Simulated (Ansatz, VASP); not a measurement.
# Ir in VASP and in Ansatz

The input POSCAR:

```
Ir
1.0
    0.0000000000      1.9228496764      1.9228496764
    1.9228496764      0.0000000000      1.9228496764
    1.9228496764      1.9228496764      0.0000000000
Ir
1
Direct
    0.0000000000      0.0000000000      0.0000000000
```

The input INCAR.step1:

```
PREC = Accurate
ENCUT = 520
ISMEAR = 1
SIGMA = 0.1
LREAL = False
LASPH = True
NELM = 80
NBANDS = 10
GGA = PE
ALGO = Normal
EDIFF = 1E-4
LWAVE = True
LCHARG = False
```

File INCAR.step2:

```
PREC = Accurate
ENCUT = 520
EDIFF = 1E-6
ISMEAR = 1
SIGMA = 0.1
LREAL = False
LASPH = True
NELM = 80
ALGO = Normal
ISIF = 2
LWAVE = False
LCHARG = False
METAGGA = R2SCAN
LMIXTAU = True
NBANDS = 10
ISTART = 1
```

File KPOINTS:

```
regular mesh
0
Gamma
  14 14 14
```

Input for Ansatz:

```yaml
crystal:
  lattice:
    - [0.0, 1.9228496764, 1.9228496764]
    - [1.9228496764, 0.0, 1.9228496764]
    - [1.9228496764, 1.9228496764, 0.0]
  atoms:
    - { symbol: Ir, position: [0.0, 0.0, 0.0] }
hamiltonian:
  xc: r2scan
  pseudopotentials:
    kind: paw
    azcp:
      Ir: "pseudopotentials/Ir.paw.azcp"
basis:
  ecutwfc: 500
  fft_grid_basis: typed
kpoints:
  mp_grid: { grid: [14, 14, 14], shift: [0, 0, 0] }
magnetization:
  spin_polarized: false
scf:
  occupations: { method: methfessel_paxton, width: 0.1 }
  lower_state_search: "off"
output:
  stress: true
  write_density: true
  write_potential: true
  elf: true
  volumetric_format: npy
```

Alike in both runs: task single point; functional r2SCAN; k mesh 14 × 14 × 14; occupations methfessel-paxton of order 1, width 0.1 eV; no spin polarisation.

```csv
,VASP,Ansatz
version,VASP 6.6.1,Ansatz 0.2.0
potentials or method,"VASP PAW PBE potentials, release 64 (Ir)","plane waves (500 eV) with PAW, scalar-relativistic"
plane-wave cutoff (eV),520,500
valence electrons in the cell,9,17
```

|  | VASP | Ansatz | Ansatz less VASP |
| --- | --- | --- | --- |
| pressure (GPa) | 2.2 | -0.2 | -2.48 |

With one functional, cell and mesh, what is left measures potentials, basis and numerics. The two sets of potentials don't hold the same shells in valence.

Caveats: the PAW data sets were made with another functional, which shifts forces and pressure a little (VASP). The runs have no spin-orbit coupling, so splittings on Ir are missing.
